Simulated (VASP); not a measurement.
Set up this calculation in VASP 6.6.1, as the native input.

| Property | Result |
| --- | --- |
| Task | dielectric tensor |
| Functional | LDA |
| Potentials or basis | VASP PAW LDA potentials, release 64 (Cd, S) |
| Cutoff | 800 eV |
| k mesh | 14 × 14 × 14 |
| Occupations | gaussian, width 0.01 eV |
| Spin | no spin polarisation |
| Further INCAR settings | ALGO = Normal; EDIFF = 1e-08 |

The structure of CdS (Hawleyite) lies in POSCAR:

```
CdS
1.0
    0.0000000000      2.9165000000      2.9165000000
    2.9165000000      0.0000000000      2.9165000000
    2.9165000000      2.9165000000      0.0000000000
Cd S
1 1
Direct
    0.0000000000      0.0000000000      0.0000000000
    0.7500000000      0.7500000000      0.7500000000
```

One way to write it, as run:

INCAR

```
  ALGO = Normal
  EDIFF = 1E-8
  ENCUT = 800
  GGA = CA
  ISIF = 2
  ISMEAR = 0
  LASPH = True
  LCHARG = False
  LEPSILON = True
  LREAL = False
  LWAVE = False
  NELM = 100
  PREC = Accurate
  SIGMA = 0.01
```

KPOINTS

```
k-points
0
Gamma
  14 14 14
```

Potentials or basis: VASP PAW LDA potentials, release 64 (Cd, S).

Run with:

```sh
$ cat potpaw_LDA.64/Cd/POTCAR potpaw_LDA.64/S/POTCAR > POTCAR
$ mpirun -np 1 vasp_std > vasp.out
```

Results of the run:

```json
{
 "Band gap on the k mesh": "0.89 eV, direct",
 "Electronic dielectric tensor (diagonal)": "6.72",
 "Born charges (mean of the diagonal)": "Cd +2.18; S -2.18 e"
}
```

Wall time 19 min on 1 thread of Intel(R) Xeon(R) Platinum 8488C (Sapphire Rapids) (shared host), peak memory 1.2 GiB.
